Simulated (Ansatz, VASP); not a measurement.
Two plane-wave programs on WS2

File INCAR:

```
SYSTEM = WS2
  PREC = Accurate
  ENCUT = 520
  EDIFF = 1E-6
  ISMEAR = 0
  SIGMA = 0.05
  LREAL = .FALSE.
  LASPH = .TRUE.
  NELM = 150
  ALGO = Normal
  ISIF = 2
  LWAVE = .FALSE.
  LCHARG = .FALSE.
  ISPIN = 2
  MAGMOM = 2 0 0
  LORBIT = 11
  LMAXMIX = 4
  GGA = PS
  NBANDS = 24
```

KPOINTS

```
regular mesh
0
G
  12 12 12
  0 0 0
```

The input POSCAR:

```
WS2
1.0
    1.5790001661      0.9116361710      6.1633291484
   -1.5790001661      0.9116361710      6.1633291484
    0.0000000000     -1.8232723418      6.1633291484
W S
1 2
Direct
    0.0000000000      0.0000000000      0.0000000000
    0.7503000000      0.7503000000      0.7503000000
    0.5810000000      0.5810000000      0.5810000000
```

Input for Ansatz:

```yaml
crystal:
  lattice:
    - [1.5790001661, 0.911636171, 6.1633291484]
    - [-1.5790001661, 0.911636171, 6.1633291484]
    - [0.0, -1.8232723418, 6.1633291484]
  atoms:
    - { symbol: W, position: [0.0, 0.0, 0.0], spin: 2.0 }
    - { symbol: S, position: [0.7503, 0.7503, 0.7503] }
    - { symbol: S, position: [0.581, 0.581, 0.581] }
basis:
  ecutwfc: 420
  ecutrho_ratio: 4
kpoints:
  mp_grid: { grid: [12, 12, 12] }
hamiltonian:
  xc: pbesol
scf:
  occupations: { method: gaussian, width: 0.05 }
output:
  forces: true
  stress: true
  eigenvalues: true
  populations: true
magnetization:
  spin_polarized: true
```

Measurements of this composition are mostly on another form, of space group No. 194.

Alike in both runs: task single point; functional PBEsol; k mesh 12 × 12 × 12; occupations gaussian, width 0.05 eV; collinear spin.

|  | VASP | Ansatz |
| --- | --- | --- |
| version | VASP 6.6.1 | Ansatz 0.2.0 |
| potentials or method | VASP PAW PBE potentials, release 64 (W_sv, S) | scalar-relativistic, plane waves, PAW |
| plane-wave cutoff (eV) | 520 | 420 |
| valence electrons in the cell | 26 | 26 |

|  | VASP | Ansatz | Ansatz less VASP |
| --- | --- | --- | --- |
| gap on the k mesh at the Fermi level (eV) | 0.99 | 0.97 | -0.017 |
| least direct gap on the mesh (eV) | 1.89 | 1.89 | -0.005 |
| pressure (GPa) | -0.5 | -0.6 | -0.12 |
| largest component of the traceless stress (GPa) | 0.72 | 0.69 | -0.026 |
| rms of the force components (eV/Å) | 0.247 | 0.247 | +0.0003 |
| net moment per atom (μB) | 0.00 | 0.00 | 0.000 |

Atom by atom the forces differ by 0.010 eV/Å (rms over components). Ansatz warned: «seeded_moment_not_kept».

Caveats: the PAW data sets were made with another functional, which shifts forces and pressure a little (VASP); spin-orbit coupling is left out, which moves the levels of the heavy elements. A k mesh can miss the band edges.
